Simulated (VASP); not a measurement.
# CdO (Monteponite) (Fm-3m) in VASP: notebook

Aim: see how the results for CdO (Monteponite) move with the level of theory and the settings. Levels: PBEsol, HSE06. Tasks: single point.

All numbers are computed with VASP 6.6.1; they aren't measurements. Logs are shortened: lines on timing, memory, paths and dates and some standing lists are left out, and cuts for length are marked.

## 1. The crystal as given

The structure is cubic, space group Fm-3m (No. 225). The conventional cell has a = 4.699 Å, b = 4.699 Å, c = 4.699 Å, α = 90.00°, β = 90.00°, γ = 90.00°. Cd (site symmetry m-3m) has 6 O at 2.35 Å as nearest neighbours. O (site symmetry m-3m) is surrounded by 6 Cd at 2.35 Å.

## 2. Single point, PBEsol

INCAR reads:

```
SYSTEM = CdO
ALGO     = Normal         ! electronic algorithm
EDIFF    = 1E-6           ! SCF threshold, eV
ENCUT    = 250            ! plane-wave cutoff, eV
GGA      = PS             ! functional
ISIF     = 2              ! what is computed and relaxed
ISMEAR   = -1             ! smearing method
KPAR     = 4            
LASPH    = .TRUE.         ! aspherical terms in the spheres
LCHARG   = .FALSE.        ! write CHGCAR
LREAL    = .FALSE.        ! projectors in reciprocal space
LWAVE    = .FALSE.        ! write WAVECAR
NBANDS   = 16             ! bands
NELM     = 60             ! most SCF steps
PREC     = Accurate       ! precision mode
SIGMA    = 0.05           ! smearing width, eV
```

KPOINTS reads:

```
k-points
0
G
  11 11 11
  0 0 0
```

POSCAR reads:

```
CdO
1.0
    0.0000000000      2.3495000000      2.3495000000
    2.3495000000      0.0000000000      2.3495000000
    2.3495000000      2.3495000000      0.0000000000
Cd O
1 1
Direct
    0.0000000000      0.0000000000      0.0000000000
    0.5000000000      0.5000000000      0.5000000000
```

Potentials or basis: VASP PAW PBE potentials, release 64 (Cd, O).

Command:

```
$ cat potpaw_PBE.64/Cd/POTCAR potpaw_PBE.64/O/POTCAR > POTCAR
$ mpirun -np 4 vasp_std > vasp.out
```

OUTCAR:

```text
SYSTEM = CdO
   EDIFF = 1E-6
   ENCUT = 250
   GGA = PS
   ISIF = 2
   ISMEAR = -1
   LASPH = .TRUE.
   LREAL = .FALSE.
   NELM = 60
   PREC = Accurate

 ion  position               nearest neighbor table
   1  0.000  0.000  0.000-   2 2.35   2 2.35   2 2.35   2 2.35   2 2.35   2 2.35
   2  0.500  0.500  0.500-   1 2.35   1 2.35   1 2.35   1 2.35   1 2.35   1 2.35

  LATTYP: Found a face centered cubic cell.
 ALAT       =     4.6990000000

  Lattice vectors:

 A1 = (   0.0000000000,   2.3495000000,   2.3495000000)
 A2 = (   2.3495000000,   0.0000000000,   2.3495000000)
 A3 = (   2.3495000000,   2.3495000000,   0.0000000000)

Analysis of symmetry for initial positions (statically):
=====================================================================
 Subroutine PRICEL returns:
 Original cell was already a primitive cell.

 Routine SETGRP: Setting up the symmetry group for a
 face centered cubic supercell.

 Subroutine GETGRP returns: Found 48 space group operations
 (whereof 48 operations were pure point group operations)
 out of a pool of 48 trial point group operations.

The static configuration has the point symmetry O_h .

Analysis of symmetry for dynamics (positions and initial velocities):
=====================================================================
 Subroutine PRICEL returns:
 Original cell was already a primitive cell.

 Routine SETGRP: Setting up the symmetry group for a
 face centered cubic supercell.

 Subroutine GETGRP returns: Found 48 space group operations
 (whereof 48 operations were pure point group operations)
 out of a pool of 48 trial point group operations.

The dynamic configuration has the point symmetry O_h .

 Subroutine INISYM returns: Found 48 space group operations
 (whereof 48 operations are pure point group operations),
 and found     1 'primitive' translations

----------------------------------------------------------------------------------------

                                     Primitive cell

  volume of cell :      25.9392

  direct lattice vectors                    reciprocal lattice vectors
     0.000000000  2.349500000  2.349500000    -0.212811236  0.212811236  0.212811236
     2.349500000  0.000000000  2.349500000     0.212811236 -0.212811236  0.212811236
     2.349500000  2.349500000  0.000000000     0.212811236  0.212811236 -0.212811236

  length of vectors
     3.322694765  3.322694765  3.322694765     0.368599874  0.368599874  0.368599874

  position of ions in fractional coordinates (direct lattice)
     0.000000000  0.000000000  0.000000000
     0.500000000  0.500000000  0.500000000

  ion indices of the primitive-cell ions
   primitive index   ion index
                 1           1
                 2           2

----------------------------------------------------------------------------------------

 KPOINTS: k-points

Automatic generation of k-mesh.
 Grid dimensions read from file:
 generate k-points for:   11   11   11

 Generating k-lattice:

  Cartesian coordinates                     Fractional coordinates (reciprocal lattice)
    -0.019346476  0.019346476  0.019346476     0.090909091  0.000000000  0.000000000
     0.019346476 -0.019346476  0.019346476     0.000000000  0.090909091  0.000000000
     0.019346476  0.019346476 -0.019346476     0.000000000  0.000000000  0.090909091

  Length of vectors
     0.033509079  0.033509079  0.033509079

  Shift w.r.t. Gamma in fractional coordinates (k-lattice)
     0.000000000  0.000000000  0.000000000

 Subroutine IBZKPT returns following result:
 ===========================================

 Found     56 irreducible k-points:

 Following reciprocal coordinates:
            Coordinates               Weight
  0.000000  0.000000  0.000000      1.000000
  0.090909  0.000000  0.000000      8.000000
  0.181818  0.000000  0.000000      8.000000
  0.272727  0.000000  0.000000      8.000000
  0.363636  0.000000  0.000000      8.000000
  0.454545  0.000000  0.000000      8.000000
[... 16 lines left out ...]
 -0.272727  0.181818  0.000000     24.000000
 -0.181818  0.181818  0.000000     12.000000
 [... further k-points ...]
   k-points           NKPTS =     56   k-points in BZ     NKDIM =     56   number of bands    NBANDS=     16
   number of dos      NEDOS =    301   number of ions     NIONS =      2
   total plane-waves  NPLWV =   5832
   dimension x,y,z NGX =    18 NGY =   18 NGZ =   18
   dimension x,y,z NGXF=    36 NGYF=   36 NGZF=   36
   ions per type =               1   1
   NGX,Y,Z   is equivalent  to a cutoff of   9.01,  9.01,  9.01 a.u.
   NGXF,Y,Z  is equivalent  to a cutoff of  18.01, 18.01, 18.01 a.u.
 SYSTEM =  CdO
   PREC   = accura    normal or accurate (medium, high low for compatibility)
   ISTART =      0    job   : 0-new  1-cont  2-samecut
   ICHARG =      2    charge: 1-file 2-atom 10-const
   ISPIN  =      1    spin polarized calculation?
   LNONCOLLINEAR =      F non collinear calculations
   LSORBIT =      F    spin-orbit coupling
   LASPH  =      T    aspherical Exc in radial PAW
   ENCUT  =  250.0 eV  18.37 Ry    4.29 a.u.   4.28  4.28  4.28*2*pi/ulx,y,z
   NELM   =     60;   NELMIN=  2; NELMDL= -5     # of ELM steps
   EDIFF  = 0.1E-05   stopping-criterion for ELM
   LREAL  =      F    real-space projection
   EDIFFG = 0.1E-04   stopping-criterion for IOM
   NSW    =      0    number of steps for IOM
   IBRION =     -1    ionic relax: 0-MD 1-quasi-New 2-CG
   NFREE  =      0    steps in history (QN), initial steepest desc. (CG)
   ISIF   =      2    stress and relaxation
   ISYM   =      2    0-nonsym 1-usesym 2-fastsym
   POTIM  = 0.5000    time-step for ionic-motion
   TEBEG  =    0.0;   TEEND  =   0.0 temperature during run
   PSTRESS=    0.0 pullay stress
   NELECT =      18.0000    total number of electrons
   NUPDOWN=      -1.0000    fix difference up-down
   EMIN   =  10.00;   EMAX   =-10.00  energy-range for DOS
   EFERMI =   0.00;   METHOD = LEGACY
   ISMEAR =    -1;   SIGMA  =   0.05  broadening in eV -4-tet -1-fermi 0-gaus
   EFERMI_NEDOS =   21; number of points for ismear=-14 and -15
   IALGO  =     38    algorithm
   IMIX   =      4    mixing-type and parameters
     AMIX     =   0.40;   BMIX     =  1.00
     AMIX_MAG =   1.60;   BMIX_MAG =  1.00
  volume/ion in A,a.u.               =      12.97        87.52
  Fermi-wavevector in a.u.,A,eV,Ry     =   1.449373  2.738918 28.581522  2.100683
  Thomas-Fermi vector in A             =   2.567107
   LORBIT       =      0    0 simple, 1 ext, 2 COOP (PROOUT), +10 PAW based schemes
   GGA     = PS    functional components
   LHFCALC =     F    Hartree Fock is set to
   AEXX    =    0.0000 exact exchange contribution
   IVDW    =     0    specifies the selected vdW correction
   LEPSILON=     F    determine dielectric tensor
   LRPA    =     F    only Hartree local field effects (RPA)
 non-spin polarized calculation
  energy-cutoff  :      250.00
  volume of cell :       25.94
 maximum number of plane-waves:       259
 NGX is ok and might be reduce to    18
   NGX =  9   NGY =  9   NGZ =  9

 number of electron      18.0000038 magnetization

 Free energy of the ion-electron system (eV)
  ---------------------------------------------------
  ext. energy  EPLUGINS =         0.00000000
  ---------------------------------------------------
  free energy    TOTEN  =        -8.82270409 eV

  energy without entropy =       -8.82207951  energy(sigma->0) =       -8.82239180

 E-fermi :   1.9759     XC(G=0): -11.9587

 val. band max:        1.7826613113   @ k =  -0.3636   0.0909   0.0000
 cond. band min:       2.1345420975   @ k =   0.0909   0.0000   0.0000
 fundamental gap:      0.3518807862
 Fermi energy:         1.9759144117

 k-point     1 :       0.0000    0.0000    0.0000
  band No.  band energies     occupation
      1     -15.9212      2.00000
      2      -4.8036      2.00000
      3      -4.8036      2.00000
      4      -4.8036      2.00000
      5      -4.4942      2.00000
      6      -4.4942      2.00000
[... 8 lines left out ...]
     15      20.0030      0.00000
     16      20.0030      0.00000

 k-point     2 :       0.0909    0.0000    0.0000
  band No.  band energies     occupation
      1     -15.8514      2.00000
      2      -4.8333      2.00000
      3      -4.7852      2.00000
      4      -4.7852      2.00000
      5      -4.5513      2.00000
      6      -4.5513      2.00000
[... 8 lines left out ...]
     15      20.2298      0.00000
     16      20.2298      0.00000

 k-point     3 :       0.1818    0.0000    0.0000
  band No.  band energies     occupation
      1     -15.6714      2.00000
      2      -4.9635      2.00000
      3      -4.8572      2.00000
      4      -4.8572      2.00000
      5      -4.5599      2.00000
      6      -4.5599      2.00000
[... 8 lines left out ...]
     15      20.7867      0.00000
     16      20.7867      0.00000

 k-point     4 :       0.2727    0.0000    0.0000
  band No.  band energies     occupation
      1     -15.4648      2.00000
      2      -5.2235      2.00000
      3      -5.0783      2.00000
      4      -5.0783      2.00000
      5      -4.4482      2.00000
      6      -4.4482      2.00000
[... 8 lines left out ...]
     15      21.6330      0.00000
     16      21.6330      0.00000
[... 324 lines left out ...]
 k-point    22 :      -0.3636    0.1818    0.0000
  band No.  band energies     occupation
      1     -15.1765      2.00000
      2      -5.5524      2.00000
      3      -5.2816      2.00000
      4      -5.1139      2.00000
      5      -4.3213      2.00000
      6      -4.2165      2.00000
[... 8 lines left out ...]
     15      21.9003      0.00000
     16      22.3601      0.00000

 k-point    23 :      -0.2727    0.1818    0.0000
  band No.  band energies     occupation
      1     -15.2661      2.00000
      2      -5.4236      2.00000
      3      -5.2304      2.00000
      4      -5.0403      2.00000
      5      -4.4484      2.00000
      6      -4.2012      2.00000
[... 8 lines left out ...]
     15      21.7492      0.00000
     16      22.2589      0.00000

 k-point    24 :      -0.1818    0.1818    0.0000
  band No.  band energies     occupation
      1     -15.4172      2.00000
      2      -5.2191      2.00000
      3      -5.1208      2.00000
      4      -4.9935      2.00000
      5      -4.5657      2.00000
      6      -4.2720      2.00000
[... 8 lines left out ...]
     15      20.8481      0.00000
     16      22.7947      0.00000

 [... further k-points ...]
[... 5 lines left out ...]
  --------------------------------------------------------------------------------------
  -------------------------------------------------------------------------------------
  Total      -11.5031981    -11.5031981    -11.5031981     -0.0000000     -0.0000000      0.0000000
  in kB     -710.5143267   -710.5143267   -710.5143267     -0.0000000     -0.0000000      0.0000000
  external PRESSURE =    -710.5143267 kB  Pullay stress =       0.0000000 kB

 VOLUME and BASIS-vectors are now :
 -----------------------------------------------------------------------------
  energy-cutoff  :      250.00
  volume of cell :       25.94
      direct lattice vectors                 reciprocal lattice vectors
     0.000000000  2.349500000  2.349500000    -0.212811236  0.212811236  0.212811236
     2.349500000  0.000000000  2.349500000     0.212811236 -0.212811236  0.212811236
     2.349500000  2.349500000  0.000000000     0.212811236  0.212811236 -0.212811236

 POSITION                                       TOTAL-FORCE (eV/Angst)
 -----------------------------------------------------------------------------------
      0.00000      0.00000      0.00000         0.000000      0.000000      0.000000
      2.34950      2.34950      2.34950        -0.000000     -0.000000     -0.000000
 -----------------------------------------------------------------------------------
    total drift:                               -0.000000      0.000000      0.000000

  FREE ENERGIE OF THE ION-ELECTRON SYSTEM (eV)
  ---------------------------------------------------
  free  energy   TOTEN  =        -8.8227040905 eV

  energy  without entropy=       -8.8220795137  energy(sigma->0) =       -8.82239180
```

It took 3.3 s on 4 MPI ranks of Intel Xeon Platinum 8488C (Sapphire Rapids), shared host; peak memory 0.11 GiB.

The run converged, but a check on its numbers failed (symmetry, net force, bounds or a known fault of this set-up), so they aren't taken as properties of the crystal.

Caveat: the cutoff lies under the usual one of these potentials, so the numbers hold a large basis-set error; a pressure of tens of GPa on the cell as given is suspect, and the run, the potentials or the cell itself is likely at fault; the PAW data sets were made with another functional, which shifts forces and pressure a little; this crystal is a semiconductor, whose small gap the functional closes, so the metal is an error of the method.

## 3. Single point, PBEsol, spin-orbit coupling, no magnetisation

INCAR reads:

```
SYSTEM = CdO
ALGO     = Normal         ! electronic algorithm
EDIFF    = 1E-6           ! SCF threshold, eV
ENCUT    = 520            ! plane-wave cutoff, eV
GGA      = PS             ! functional
GGA_COMPAT= .FALSE.      
ISIF     = 2              ! what is computed and relaxed
ISMEAR   = -1             ! smearing method
KPAR     = 4            
LASPH    = .TRUE.         ! aspherical terms in the spheres
LCHARG   = .FALSE.        ! write CHGCAR
LNONCOLLINEAR= .TRUE.         ! non-collinear magnetism
LORBIT   = 11             ! projections on sites
LREAL    = .FALSE.        ! projectors in reciprocal space
LSORBIT  = .TRUE.         ! spin-orbit coupling
LWAVE    = .FALSE.        ! write WAVECAR
MAGMOM   = 0 0 0 0 0 0    ! initial moments
NBANDS   = 30             ! bands
NELM     = 60             ! most SCF steps
PREC     = Accurate       ! precision mode
SIGMA    = 0.05           ! smearing width, eV
```

KPOINTS is that of step 2.

POSCAR is that of step 2.

Potentials or basis: VASP PAW PBE potentials, release 64 (Cd, O).

Command:

```
$ cat potpaw_PBE.64/Cd/POTCAR potpaw_PBE.64/O/POTCAR > POTCAR
$ mpirun -np 4 vasp_ncl > vasp.out
```

It took 39 s on 4 MPI ranks of Intel Xeon Platinum 8488C (Sapphire Rapids), shared host; peak memory 0.28 GiB.

It converged, with:

* Free energy: -8.5294 eV
* Pressure: 0.7 GPa
* Valence electrons inside the program's atomic spheres: Cd 10.25; O 4.91

Caveat: the PAW data sets were made with another functional, which shifts forces and pressure a little.

## 4. Single point, HSE06

POSCAR is that of step 3.

INCAR.step1 reads:

```
SYSTEM = CdO
ALGO     = Normal         ! electronic algorithm
EDIFF    = 1E-5           ! SCF threshold, eV
ENCUT    = 520            ! plane-wave cutoff, eV
GGA      = PE             ! functional
ISIF     = 2              ! what is computed and relaxed
ISMEAR   = -1             ! smearing method
KPAR     = 4            
LASPH    = .TRUE.         ! aspherical terms in the spheres
LCHARG   = .FALSE.        ! write CHGCAR
LREAL    = .FALSE.        ! projectors in reciprocal space
LWAVE    = .TRUE.         ! write WAVECAR
NBANDS   = 16             ! bands
NELM     = 60             ! most SCF steps
PREC     = Accurate       ! precision mode
SIGMA    = 0.05           ! smearing width, eV
```

INCAR.step2 reads:

```
SYSTEM = CdO
ALGO     = Normal         ! electronic algorithm
EDIFF    = 1E-6           ! SCF threshold, eV
ENCUT    = 520            ! plane-wave cutoff, eV
GGA      = PE             ! functional
HFSCREEN = 0.2            ! screening, 1/A
ISIF     = 2              ! what is computed and relaxed
ISMEAR   = -1             ! smearing method
ISTART   = 1            
KPAR     = 4            
LASPH    = .TRUE.         ! aspherical terms in the spheres
LCHARG   = .FALSE.        ! write CHGCAR
LHFCALC  = .TRUE.         ! exact exchange
LREAL    = .FALSE.        ! projectors in reciprocal space
LWAVE    = .FALSE.        ! write WAVECAR
NBANDS   = 16             ! bands
NELM     = 60             ! most SCF steps
PREC     = Accurate       ! precision mode
PRECFOCK = Fast         
SIGMA    = 0.05           ! smearing width, eV
```

KPOINTS reads:

```
k-points
0
G
  6 6 6
  0 0 0
```

Command:

```
$ cat potpaw_PBE.64/Cd/POTCAR potpaw_PBE.64/O/POTCAR > POTCAR
$ cp INCAR.step1 INCAR
$ mpirun -np 4 vasp_std > vasp.out
$ cp INCAR.step2 INCAR
$ mpirun -np 4 vasp_std > vasp.out
```

Run time: 2 min. Hardware: 4 MPI ranks of Intel Xeon Platinum 8488C (Sapphire Rapids), shared host; peak memory 0.24 GiB.

Results (log left out):

```yaml
Free_energy: -10.0169 eV
Pressure: 2.2 GPa
Band_gap_on_the_k_mesh: 0.90 eV, indirect (least direct gap 2.25 eV)
```

Levels at points of the mesh, in eV from the valence-band top:
| k point | band 7 | band 8 | band 9 | band 10 | band 11 | band 12 |
| --- | --- | --- | --- | --- | --- | --- |
| (0.00, 0.00, 0.00) | -1.35 | -1.35 | -1.35 | 0.90 | 16.59 | 18.80 |
| (0.50, 0.00, 0.00) | -4.12 | 0.00 | 0.00 | 5.91 | 9.37 | 13.79 |
| (0.50, 0.50, 0.00) | -4.59 | -2.44 | -2.44 | 5.64 | 10.48 | 12.72 |

Caveat: the PAW data sets were made with another functional, which shifts forces and pressure a little.
